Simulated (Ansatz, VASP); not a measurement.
# Li16HF15 (U centre (hydride ion on a halide site) in LiF): VASP beside Ansatz

One calculation is typed for both programs; each brings its own data sets. How far apart do they land? The cell is taken from a series of runs on this material, whose earlier steps may have relaxed, scaled, displaced or heated it; both programs get it as it stands.

Calculated with Ansatz 0.2.0; plane waves, with VASP 6.6.1 beside it; single point at HSE06.

### 1. The starting structure

The cell holds 32 atoms: 16 Li, 15 F and 1 H. Its edges and angles: a = 7.044 Å, b = 7.044 Å, c = 7.044 Å, α = 109.5°, β = 109.5°, γ = 109.5°. It derives from LiF (LiF (Fm-3m)). Nearest the centre at fractional (0.500, 0.500, 0.500): H32 at 0.57 Å, Li6 at 2.05 Å, Li10 at 2.05 Å, Li12 at 2.05 Å, Li16 at 2.05 Å, Li15 at 2.05 Å, Li7 at 2.05 Å, F18 at 2.88 Å.

### 2. Ansatz: single point, HSE06

Ansatz runs on its default PAW (the set named soft_2) files.

A single point gives forces, pressure and levels at one fixed geometry, so differences don't come from the geometry; what else differs is listed under the comparison.

Input file input.yaml:

```yaml
crystal:
  lattice:
    - [-4.06712875, 4.06712875, 4.06712875]
    - [4.06712875, -4.06712875, 4.06712875]
    - [4.06712875, 4.06712875, -4.06712875]
  atoms:
    - { symbol: Li, position: [0.0, 0.0, 0.0] }
    - { symbol: Li, position: [0.0, 0.25, 0.75] }
    - { symbol: Li, position: [0.0, 0.5, 0.5] }
    - { symbol: Li, position: [0.0, 0.75, 0.25] }
    - { symbol: Li, position: [0.25, 0.0, 0.75] }
    - { symbol: Li, position: [0.247668018, 0.247668018, 0.5] }
    - { symbol: Li, position: [0.246156334, 0.498356087, 0.247535789] }
    - { symbol: Li, position: [0.25, 0.75, 0.0] }
    - { symbol: Li, position: [0.5, 0.0, 0.5] }
    - { symbol: Li, position: [0.5, 0.247668018, 0.247668018] }
    - { symbol: Li, position: [0.5, 0.5, 0.0] }
    - { symbol: Li, position: [0.5, 0.752331982, 0.752331982] }
    - { symbol: Li, position: [0.75, 0.0, 0.25] }
    - { symbol: Li, position: [0.75, 0.25, 0.0] }
    - { symbol: Li, position: [0.752331982, 0.5, 0.752331982] }
    - { symbol: Li, position: [0.752331982, 0.752331982, 0.5] }
    - { symbol: F, position: [0.0, 0.0, 0.5] }
    - { symbol: F, position: [-0.000379202, 0.249810399, 0.249810399] }
    - { symbol: F, position: [0.0, 0.5, 0.0] }
    - { symbol: F, position: [0.000379202, 0.750189601, 0.750189601] }
    - { symbol: F, position: [0.249810399, -0.000379202, 0.249810399] }
    - { symbol: F, position: [0.249810399, 0.249810399, -0.000379202] }
    - { symbol: F, position: [0.249810399, 0.5, 0.750189601] }
    - { symbol: F, position: [0.249810399, 0.750189601, 0.5] }
    - { symbol: F, position: [0.5, 0.0, 0.0] }
    - { symbol: F, position: [0.5, 0.249810399, 0.750189601] }
    - { symbol: H, position: [0.569623623, 0.575713702, 0.506090079] }
    - { symbol: F, position: [0.5, 0.750189601, 0.249810399] }
    - { symbol: F, position: [0.750189601, 0.000379202, 0.750189601] }
    - { symbol: F, position: [0.750189601, 0.249810399, 0.5] }
    - { symbol: F, position: [0.750189601, 0.5, 0.249810399] }
    - { symbol: F, position: [0.750189601, 0.750189601, 0.000379202] }
basis:
  ecutwfc: 420
  xc_grid: 2
hamiltonian:
  xc: hse06
kpoints:
  mp_grid: { grid: [1, 1, 1] }
scf:
  occupations: { method: fermi_dirac, width: 0.01 }
  max_iter: 120
output:
  forces: true
checkpoint:
  read: "../relax.run"
```

The run is started by

```console
$ ansatz run input.yaml --threads 2 --pin off --max-ram 3768MiB --backend cpu --events-out ev --progress --plain --runs-dir out
```

Numbers of over 12 decimals in the logs are rounded to 6 here.

Output:

```text
Warning: checkpoint.read: the run can stay near the saved state's solution: 2 site(s) moved relative to the saved geometry (max |Δs| = 7.571e-2 fractional); the SCF starts from the saved state under `checkpoint.density_extrapolation: transplant`, in force with no word given; its orbitals are not used off its sites. A run without `checkpoint.read` takes nothing of the state. A lower free energy from it at the same positions (and U, V and field ramp, if any) shows a solution that this start missed, and an equal or higher one rules none out (checkpoint.read, Limitations, in the input reference)
exact exchange: scf.exx.singularity resolves to wigner_seitz, which cuts the screened interaction at the faces of the exchange supercell's Wigner-Seitz cell, so that each pair interacts once, at the shortest of its separations (the periodic images that this leaves out come, for a point-like exchange hole, to about 0.205 eV on a filled level). The cut falls within the interaction's reach, and what an exchange supercel [...]
Engine: ansatz 0.2.0, x86_64-unknown-linux-gnu
Pseudopotentials: kind: paw
Pseudopotential: Li, paw, valence charge 3, recommended cutoff 420 eV (normal), Li.paw.azcp
Pseudopotential: F, paw, valence charge 7, recommended cutoff 420 eV (normal), F.paw.azcp
Pseudopotential: H, paw, valence charge 1, recommended cutoff 420 eV (normal), H.paw.azcp
Functional definition: HSE06
  parameter a = 0.25
  parameter omega = 0.11/bohr
  exchange = pbe_x - a*pbe_x_sr(omega) + a*exact_x_sr(omega)
  correlation = pbe_c
Crystal: 32 atoms, lattice volume = 269.106 Å³
Basis set: ecut = 420 eV, 5281 PW (Γ), exchange–correlation on 96×96×96 points (8 copies of the dense FFT grid, shifted against one another)
Bands: 109, of which v1, the nominal top of the filled ones, is band 77 counted from 1 (76 counted from 0)
Symmetry: 1 space group operations
Space group: P1 (ITA 1), of the structure as read, at distance tolerance 6.5e-5 Å
k-points: 1
Non-local potential: Li, projectors of the file, l = 0: 3, l = 1: 2, l = 2: 1
Non-local potential: F, projectors of the file, l = 0: 2, l = 1: 2, l = 2: 1
Non-local potential: H, projectors of the file, l = 0: 2, l = 1: 1
PAW form: soft (Blöchl's): semilocal exchange-correlation on the pseudo side does not see the compensation charge
PAW frozen core: F, regenerated for the run's functional, and the local potential with it (the file was generated under x = pbe(κ = 0.804, μ = 0.219515), c = pbe(β = 0.066725))
PAW one-centre angular grid: Li, 110 points (default); XC on 96 Gauss nodes
PAW one-centre angular grid: F, 110 points (default); XC on 64 Gauss nodes
PAW one-centre angular grid: H, 110 points (default); XC on 64 Gauss nodes
Initial density: read from a saved state, or passed on in memory by an earlier SCF of this step, an earlier step, the calling program or the single point that the run made first, carried with its atoms to this geometry
Initial wavefunctions: pseudopotential atomic-orbital guess
Functional: x = pbe(κ = 0.804, μ = 0.219515), c = pbe(β = 0.066725), warm-up for x = pbe(κ = 0.804, μ = 0.219515) + 0.25 (exact − pbe) at short range (hse, ω = 0.207870 Å⁻¹), c = pbe(β = 0.066725); HSE06 as pw.x's `hse` composes it (authors' and Libxc's form: `xc: wpbeh`)
iter 1 solved again at ethr=9.95e-4 eV; its pass at ethr=1.00e-1 eV (dr2=1.53e0 eV) is discarded
SCF iter   1: F=—  HF=-15463.639682 eV  |F-HF|=—  |Δ(HF+E_count)|=         —  Δρ=2.20e-2  dr2=1.53e0  ethr=9.95e-4  ⟨swp⟩=11.0  Hψ=640  notcnv=0
preconditioner: auto → none  [insulator: Δε(μ)=7.394 eV  Ē_g=19.333 eV  σ=0.010 eV  W_gap=1.00  n_scr=78 (ndim 8)  ℏωp=25.0 eV  f_vac=0.000  D(μ)=0.00/eV (n_scr^D=0)]
SCF iter   2: F=—  HF=-15463.183431 eV  |F-HF|=—  |Δ(HF+E_count)|=   4.56e-1  Δρ=8.78e-3  dr2=1.80e-1  ethr=9.91e-4  ⟨swp⟩=5.0  Hψ=251  notcnv=0
iter 3 solved again at ethr=2.57e-6 eV; its pass at ethr=1.17e-4 eV (dr2=3.96e-3 eV) is discarded
SCF iter   3: F=-15463.138402 eV  HF=-15463.138931 eV  |F-HF|=5.29e-4  |Δ(HF+E_count)|=   4.45e-2  Δρ=1.51e-3  dr2=3.77e-3  ethr=2.57e-6  ⟨swp⟩=6.0  Hψ=544  notcnv=0  defer=1
SCF 1 stopped early in 3 iterations: F = -15463.138402 eV  dr2 = 3.77e-3
  greatest PAW one-centre occupation: 1.000 electrons in one spin orbital (limit 2), on the Li atom at site 15 (counted from 0), in its partial waves of l = 0
Initial density: handed on by an earlier stage of this run
Initial wavefunctions: those handed on with the density
Functional: x = pbe(κ = 0.804, μ = 0.219515) + 0.25 (exact − pbe) at short range (hse, ω = 0.207870 Å⁻¹), c = pbe(β = 0.066725); HSE06 as pw.x's `hse` composes it (authors' and Libxc's form: `xc: wpbeh`)
Exchange kernel: α = 0.2500, screened, ω = 0.2079 Å⁻¹, Wigner–Seitz truncation, v(0) = 647.5240 eV·Å³, q-mesh 1×1×1, nearest image of the exchange supercell L = 7.04 Å, pair-density grid 30×30×30, without the augmentation charges, whose exchange is taken in its separable form (sized by the pseudopotential files, 40×40×40 at the most)
Frozen-core exchange: fock
SCF iter   1: F=—  HF=-15462.403091 eV  |F-HF|=—  |Δ(HF+E_count)|=         —  Δρ=7.42e-3  dr2=1.42e-1  ethr=2.45e-5  ⟨swp⟩=5.0  Hψ=425  notcnv=0
preconditioner: auto → none  [insulator: Δε(μ)=8.127 eV  Ē_g=22.314 eV  σ=0.010 eV  W_gap=1.00  n_scr=78 (ndim 8)  ℏωp=25.0 eV  f_vac=0.000  D(μ)=0.00/eV (n_scr^D=0)]
SCF iter   2: F=—  HF=-15462.363383 eV  |F-HF|=—  |Δ(HF+E_count)|=   3.97e-2  Δρ=4.29e-3  dr2=1.58e-2  ethr=2.45e-5  ⟨swp⟩=4.0  Hψ=342  notcnv=0
SCF iter   3: F=—  HF=-15462.396540 eV  |F-HF|=—  |Δ(HF+E_count)|=   3.32e-2  Δρ=1.80e-3  dr2=6.10e-3  ethr=8.12e-6  ⟨swp⟩=4.0  Hψ=252  notcnv=0
SCF iter   4: F=—  HF=-15462.394808 eV  |F-HF|=—  |Δ(HF+E_count)|=   1.73e-3  Δρ=6.51e-4  dr2=1.14e-3  ethr=3.84e-6  ⟨swp⟩=2.0  Hψ=203  notcnv=0
SCF iter   5: F=—  HF=-15462.394525 eV  |F-HF|=—  |Δ(HF+E_count)|=   2.83e-4  Δρ=1.15e-4  dr2=1.07e-4  ethr=6.27e-7  ⟨swp⟩=3.0  Hψ=219  notcnv=0
SCF iter   6: F=—  HF=-15462.395082 eV  |F-HF|=—  |Δ(HF+E_count)|=   5.57e-4  Δρ=2.69e-4  dr2=1.29e-4  ethr=1.33e-8  ⟨swp⟩=4.0  Hψ=323  notcnv=0
SCF iter   7: F=-15462.394999 eV  HF=-15462.395040 eV  |F-HF|=4.09e-5  |Δ(HF+E_count)|=   4.22e-5  Δρ=2.80e-5  dr2=4.25e-6  ethr=1.33e-8  ⟨swp⟩=4.0  Hψ=283  notcnv=0
SCF 2 stopped early in 7 iterations: F = -15462.394999 eV  dr2 = 4.25e-6
  Residual-converged pass: ⟨swp⟩=3.0  Hψ=196  notcnv=0  max |occ|·‖R‖ = 6.4e-6 eV (tolerance 6.7e-6 eV)  dr2=4.25e-6  dr2_onsite=1.28e-7  max |Δocc| = 0.0e0
  greatest PAW one-centre occupation: 0.999 electrons in one spin orbital (limit 2), on the Li atom at site 15 (counted from 0), in its partial waves of l = 0
hybrid outer 1: dexx = +4.078e-2 eV, tail = 6.69e-5 eV
Exchange kernel: α = 0.2500, screened, ω = 0.2079 Å⁻¹, Wigner–Seitz truncation, v(0) = 647.5240 eV·Å³, q-mesh 1×1×1, nearest image of the exchange supercell L = 7.04 Å, pair-density grid 30×30×30, without the augmentation charges, whose exchange is taken in its separable form (sized by the pseudopotential files, 40×40×40 at the most)
Frozen-core exchange: fock
SCF iter   1: F=—  HF=-15462.396072 eV  |F-HF|=—  |Δ(HF+E_count)|=         —  Δρ=5.92e-5  dr2=6.25e-6  ethr=2.17e-7  ⟨swp⟩=6.0  Hψ=286  notcnv=0
preconditioner: auto → none  [insulator: Δε(μ)=8.191 eV  Ē_g=22.236 eV  σ=0.010 eV  W_gap=1.00  n_scr=78 (ndim 8)  ℏωp=25.0 eV  f_vac=0.000  D(μ)=0.00/eV (n_scr^D=0)]
SCF iter   2: F=—  HF=-15462.396071 eV  |F-HF|=—  |Δ(HF+E_count)|=   1.30e-6  Δρ=1.57e-5  dr2=2.24e-7  ethr=3.46e-9  ⟨swp⟩=3.0  Hψ=226  notcnv=0
SCF iter   3: F=—  HF=-15462.396071 eV  |F-HF|=—  |Δ(HF+E_count)|=   6.39e-7  Δρ=6.32e-6  dr2=5.62e-8  ethr=8.92e-11  ⟨swp⟩=5.0  Hψ=264  notcnv=0  defer=1
SCF iter   4: F=-15462.396071 eV  HF=-15462.396071 eV  |F-HF|=4.04e-9  |Δ(HF+E_count)|=   5.30e-9  Δρ=1.85e-6  dr2=4.82e-9  ethr=3.20e-11  ⟨swp⟩=3.0  Hψ=268  notcnv=0
SCF 3 converged in 4 iterations: F = -15462.396071 eV  dr2 = 4.82e-9
  Residual-converged pass: ⟨swp⟩=3.0  Hψ=188  notcnv=0  max |occ|·‖R‖ = 1.7e-6 eV (tolerance 1.8e-6 eV)  dr2=4.86e-9  dr2_onsite=4.28e-10  max |Δocc| = 0.0e0
hybrid outer 2: dexx = +7.693e-7 eV, tail = 2.82e-8 eV, Δε = 1.21e-3 eV (about 2.62e-5 eV left of the loop's levels), ΔF = 1.88e-3 eV/Å (tail 1.94e-4)
hybrid SCF converged: 2 outer / 11 inner (+3 warm-up), last move |dexx| = 7.69e-7 eV, tail = 2.82e-8 eV
Stability not checked: this state was not tested for a lower state beside it, because the functional holds exact exchange (a hybrid, or Hartree-Fock), whose exchange loop this test does not read (fock_operator; see scf.lower_state_search)
Free energy (F): -15462.396071 eV
Frozen-core exchange: fock
Harris-Foulkes:  -15462.396071 eV  (|F-HF|=4.04e-9)
Internal energy: -15462.396071 eV  (E = F + TS)
E sigma→0 (E₀):  -15462.396071 eV
Fermi energy:    6.034778 eV
--- Per-component energies (eV) ---
  E_band       = -2288.405746
  E_kinetic    = 3518.795344
  E_local      = -10246.833922  (includes V_loc(G=0)·N_el)
  E_nonlocal   = 552.446419
  E_hartree    = 3642.394694
  E_xc         = -1121.700671
  E_vxc        = -1426.518528  (∫ρ·V_xc dr)
  E_exx        = -588.473133  (= α·E_x^exact, valence–valence)
  E_paw        = -3039.056093  (= ΣΔE_a)
  E_vpaw       = -794.176698  (= ΣTr[D̂ρ^β])
  E_aug_tail   = 0.032176  (compensation charges beyond the density's cutoff)
  E_ewald      = -8179.547920
  E_core_change = -0.452968  (= ΣΔE_core)
  E_smearing   = -0.000000  (= −TS)
  E_closure    = 0.000004  (closes the sum)
  Σ components = -15462.396071   (vs F -15462.396071, Δ=-1.82e-12)
--- Forces (eV/Å), atoms counted from 1 ---
  atom   1  Li    -0.11763119    -0.11689600    -0.04016196
  atom   2  Li    -0.00588608    -0.00073240    -0.07497266
  atom   3  Li     0.11200219    -0.09743742    -0.02016190
  atom   4  Li     0.00575952     0.00057610    -0.07065920
  atom   5  Li    -0.00707391    -0.00578189    -0.07405384
  atom   6  Li     0.01388914     0.00752015    -0.29205993
  atom   7  Li     0.02313210    -0.00313671     0.26765914
  atom   8  Li    -0.00432945     0.00731616    -0.00120915
  atom   9  Li    -0.11717508     0.11677039    -0.03983320
  atom  10  Li    -0.01572970     0.00092364     0.22573921
  atom  11  Li     0.11158633     0.09733175    -0.01987720
  atom  12  Li    -0.01112222    -0.00029294     0.23278358
  atom  13  Li    -0.00632730     0.00576661    -0.08262691
  atom  14  Li    -0.00859018    -0.00764668    -0.00136014
  atom  15  Li     0.01976683    -0.00082903     0.22924580
  atom  16  Li    -0.02112149    -0.00639998     1.24803317
  atom  17  F      0.00057615    -0.00005933     0.15551800
  atom  18  F     -0.00184816     0.20394892     0.14433229
  atom  19  F      0.00032511     0.00036299    -0.00112596
  atom  20  F     -0.00929237     0.29982452     0.19883008
  atom  21  F      0.21458343    -0.00378464     0.15743828
  atom  22  F      0.03654915     0.04275682    -0.04931333
  atom  23  F     -0.20021536    -0.00318188     0.13037469
  atom  24  F     -0.00877147     0.00200818    -0.05655126
  atom  25  F      0.01269781    -0.00000161     0.00947171
  atom  26  F     -0.00093465    -0.20395095     0.14307814
  atom  27  H     -0.10031337     0.00092718    -2.83397529
  atom  28  F     -0.01014042    -0.29844868     0.19994565
  atom  29  F      0.33818583     0.00358832     0.23934877
  atom  30  F      0.03588605    -0.04246212    -0.03925084
  atom  31  F     -0.27008553     0.00300591     0.16195775
  atom  32  F     -0.00833136    -0.00160668    -0.04653274
  max |Σ_I F_I| component: 3.08e-5 eV/Å
--- Band table (eV) ---
  k-point 0: bands = [... 73 lower, -1.2088, -1.2068, -1.1976, 1.9390, 10.1305]
  guard bands above this table: 31 of the run's 109 bands. The solve was not asked for them (output.publish_guard_bands: true or output.eigenvalues: true publishes all)
```

In the SCF lines HF is the Harris–Foulkes energy and dr2 the Hartree energy of the density residual, in eV; the loop may stop once dr2 is under the threshold and the program's other checks hold. Hψ counts applications of the Hamiltonian.

(Part 1 of 2 ends here.)

[Lines on the potential files, build, host, timing and source positions are cut from VASP's logs without a mark.]

[Logs are printed without paths, hosts, clocks, repeated set-up lines and the standing remarks that a program may print on its own settings, such as how far it seeks lower states.]

[Hosts, paths, dates, database ids (printed as entryN), source tags and the programs' standing remarks are cut or masked in the printed files.]
